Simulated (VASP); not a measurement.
## K: single point with r2SCAN

Crystal: K.

```
K
1.0
    -2.60846    2.60846    2.60846
     2.60846   -2.60846    2.60846
     2.60846    2.60846   -2.60846
K
1
Direct
  0.00000 0.00000 0.00000
```

```
Program                : VASP 6.6.1
Task                   : single point
Functional             : r2SCAN
Potentials or basis    : VASP PAW PBE potentials, release 64 (K_sv)
Cutoff                 : 520 eV
k mesh                 : 12 × 12 × 12
Occupations            : gaussian, width 0.1 eV
Spin                   : no spin polarisation
Further INCAR settings : ALGO = Normal; EDIFF = 1e-06
```

The pressure is 0.3 GPa and the band gap on the k mesh is none (metal or under the smearing width).

Levels at points of the mesh, in eV from the Fermi level:
```csv
k point,band 1,band 2,band 3,band 4,band 5,band 6,band 7,band 8
"(0.00, 0.00, 0.00)",-33.61,-16.28,-16.28,-16.28,-2.34,4.81,4.81,4.81
"(0.50, 0.00, 0.00)",-33.61,-16.36,-16.31,-16.28,0.58,0.68,3.52,5.53
"(0.50, 0.50, 0.50)",-33.60,-16.34,-16.34,-16.34,1.78,1.78,3.89,3.89
```

Wall time 100 s on 1 thread of Intel(R) Xeon(R) 6975P-C (Granite Rapids), on a shared host, peak memory 0.23 GiB.

Caveat: the PAW data sets were made with another functional, which shifts forces and pressure a little.
